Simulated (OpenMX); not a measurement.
SiC (Moissanite) in OpenMX: convergence with criterion

Input of the first run (criterion 1.0e-3); the others differ in this setting and in those tied to it:

File SiC.dat:

```
System.CurrrentDirectory             ./
System.Name                          SiC
DATA.PATH                            ./DFT_DATA13
level.of.stdout                      1
level.of.fileout                     0
Species.Number                       2
<Definition.of.Atomic.Species
  Si  Si7.0-s2p1d1           Si_CA13
  C   C6.0-s2p2              C_CA13
Definition.of.Atomic.Species>

Atoms.Number                         4
Atoms.SpeciesAndCoordinates.Unit     Ang
<Atoms.SpeciesAndCoordinates
    1  Si    1.5157912800    0.8527338260    2.5020765360   2.000  2.000
    2  Si    0.0130130180    1.8350740937    0.1234336960   2.000  2.000
    3  C     1.4922460380    0.9055721663    4.5349970000   2.000  2.000
    4  C     0.0032298000    1.7406630214    1.9124095600   2.000  2.000
Atoms.SpeciesAndCoordinates>

Atoms.UnitVectors.Unit               Ang
<Atoms.UnitVectors
     3.0760000000    0.0000000000    0.0000000000
    -1.5380000000    2.6638941420    0.0000000000
     0.0000000000    0.0000000000    5.0480000000
Atoms.UnitVectors>

scf.XcType                           LDA
scf.SpinPolarization                 off
scf.ElectronicTemperature            580.226
scf.energycutoff                     300.0
scf.maxIter                          100
scf.EigenvalueSolver                 band
scf.Kgrid                            7 7 5
scf.Mixing.Type                      rmm-diisk
scf.Init.Mixing.Weight               0.05
scf.Min.Mixing.Weight                0.001
scf.Max.Mixing.Weight                0.3
scf.Mixing.History                   25
scf.Mixing.StartPulay                8
scf.criterion                        1.0e-3
scf.stress.tensor                    on
MD.Type                              nomd
```

Potentials or basis: OpenMX 2013 LDA set, Si7.0-s2p1d1, C6.0-s2p2, grid cutoff 300 Ry.

The run is started by

```bash
$ openmx SiC.dat -nt 1 > SiC.std
```

The cell isn't the ideal one: atoms moved at random, drawn with an rms of 0.1 Å.

Hardware: 1 thread of Arm Neoverse V2 (shared host).

```csv
criterion,"energy less the tightest run, at zero smearing (meV/atom)",SCF cycles,CPU time (s),peak memory (GiB)
1.0e-3,0.04,10,50,0.48
1.0e-4,0.00,12,53,0.48
1.0e-5,0.00,14,56,0.48
1.0e-6,0.00,16,58,0.48
1.0e-7,0.00,17,59,0.48
1.0e-8,0.00,17,58,0.48
1.0e-9,0.00,19,61,0.48
1.0e-10,0.00,19,60,0.48
```

Against the tightest run, the energy stays within 1 meV/atom from 1.0e-3 on. The tightest run that finished is the yardstick and may itself not be fully converged.

Caveat, for the tightest run too: an odd mesh through Γ misses points on the zone boundary, where band edges often lie; the basis of atomic orbitals isn't converged, which shifts pressures, moduli and gaps.
